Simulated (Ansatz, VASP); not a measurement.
# Br: VASP beside Ansatz

The input run.py:

```python
from ase.calculators.vasp import Vasp
from ase.dft.bandgap import bandgap
from ase.io import read

atoms = read('POSCAR')
calc = Vasp(
    directory='calc',
    xc='pbe',
    pp='PBE',
    setups='minimal',
    prec='Accurate',
    encut=500,
    ediff=1e-07,
    ismear=0,
    sigma=0.02,
    lreal=False,
    lasph=True,
    nelm=100,
    algo='Normal',
    isif=2,
    lwave=False,
    lcharg=True,
    lelf=True,
    lvhar=True,
    kpts=[13, 13, 13],
    gamma=True,
)
atoms.calc = calc

print('energy (eV):', atoms.get_potential_energy())
print('free energy (eV):', atoms.get_potential_energy(force_consistent=True))
print('forces (eV/A):')
print(atoms.get_forces())
print('stress (eV/A^3, Voigt):', atoms.get_stress())
print('Fermi level (eV):', calc.get_fermi_level())
gap, top, bottom = bandgap(calc)
print('band gap (eV):', gap, 'from (spin, k, band)', top, 'to', bottom)
```

The input POSCAR:

```
Br
1.0
   -1.2867684050      1.7199972000      3.5779911600
    1.2867684050     -1.7199972000      3.5779911600
    1.2867684050      1.7199972000     -3.5779911600
Br
1
Direct
    0.0000000000      0.0000000000      0.0000000000
```

File input.yaml:

```yaml
crystal:
  lattice:
    - [-1.286768405, 1.7199972, 3.57799116]
    - [1.286768405, -1.7199972, 3.57799116]
    - [1.286768405, 1.7199972, -3.57799116]
  atoms:
    - { symbol: Br, position: [0.0, 0.0, 0.0] }
hamiltonian:
  xc: pbe
  pseudopotentials: { kind: paw }
kpoints:
  mp_grid: { grid: [13, 13, 13] }
scf:
  occupations: { method: gaussian, width: 0.02 }
output:
  forces: true
  stress: true
  eigenvalues: true
  write_density: true
  write_potential: true
  elf: true
  volumetric_format: npy
```

Alike in both runs: task single point; functional PBE; k mesh 13 × 13 × 13; occupations gaussian, width 0.02 eV; no spin polarisation.

|  | VASP | Ansatz |
| --- | --- | --- |
| version | VASP 6.6.1 | Ansatz 0.2.0 |
| potentials or method | VASP PAW PBE potentials, release 64 (Br) | Ansatz PAW |
| plane-wave cutoff (eV) | 500 | 420 |
| valence electrons in the cell | 7 | 7 |

VASP gave:

* gap on the k mesh at the Fermi level (eV): none
* pressure (GPa): 1.1
* largest component of the traceless stress (GPa): 0.10

Question: Which values does Ansatz return?

Answer: gap on the k mesh at the Fermi level (eV): none; pressure (GPa): 1.1; largest component of the traceless stress (GPa): 0.09.

A gap of «none» marks a metal or a gap that the smearing closes.

Caveats: an odd number of electrons without spin polarisation forces a metal; a magnetic or distorted state may lie lower.
